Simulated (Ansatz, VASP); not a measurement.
# C: VASP beside Ansatz

Contents of INCAR:

```
ALGO = Fast
EDIFF = 1E-6
ENCUT = 520
GGA = PE
ISIF = 2
ISMEAR = 0
LASPH = True
LCHARG = True
LELF = True
LREAL = False
LVHAR = True
LWAVE = False
NBANDS = 11
NELM = 100
PREC = Accurate
SIGMA = 0.02
```

The input KPOINTS:

```
k-points
0
Gamma
  14 14 14
```

POSCAR

```
C
1.0
   -0.0151655100      2.1269787300      3.3490713600
    1.2097642000     -0.0087556400      3.3490713600
    1.1945986900      2.1182230900      0.0000000000
C
2
Direct
    0.0961471628      0.9038528372      0.2020116171
    0.9038528372      0.0961471628      0.7979883829
```

Input for Ansatz:

```yaml
crystal:
  lattice:
    - [-0.01516551, 2.12697873, 3.34907136]
    - [1.2097642, -0.00875564, 3.34907136]
    - [1.19459869, 2.11822309, 0.0]
  atoms:
    - { symbol: C, position: [0.0961471628, 0.9038528372, 0.2020116171] }
    - { symbol: C, position: [0.9038528372, 0.0961471628, 0.7979883829] }
basis:
  ecutwfc: 420
kpoints:
  mp_grid: { grid: [14, 14, 14] }
hamiltonian:
  xc: pbe
scf:
  occupations: { method: gaussian, width: 0.02 }
output:
  forces: true
  stress: true
  eigenvalues: true
  populations: true
  write_density: true
  write_potential: true
  elf: true
  volumetric_format: npy
```

Alike in both runs: task single point; functional PBE; k mesh 14 × 14 × 14; occupations gaussian, width 0.02 eV; no spin polarisation.

|  | VASP | Ansatz |
| --- | --- | --- |
| version | VASP 6.6.1 | Ansatz 0.2.0 |
| potentials or method | VASP PAW PBE potentials, release 64 (C) | scalar-relativistic, plane waves, PAW |
| plane-wave cutoff (eV) | 520 | 420 |
| valence electrons in the cell | 8 | 8 |

VASP gave:

```
gap on the k mesh at the Fermi level (eV)       : none
pressure (GPa)                                  : 39.9
largest component of the traceless stress (GPa) : 37.02
rms of the force components (eV/Å)              : 4.928
```

Problem. Which values does Ansatz return?

Solution. gap on the k mesh at the Fermi level (eV): none; pressure (GPa): 39.9; largest component of the traceless stress (GPa): 36.90; rms of the force components (eV/Å): 4.944.

Atom by atom the forces differ by 0.017 eV/Å (rms over components). A gap of «none» marks a metal or a gap that the smearing closes. The functional is the same, so the differences come from potentials, cutoffs and numerics.

Caveats: so large a pressure means that the cell lies far from this level's equilibrium, or that cutoff or potentials fall short (VASP); forces of over 1 eV/Å show positions far from the minimum, so gaps and moduli don't describe the material at rest.
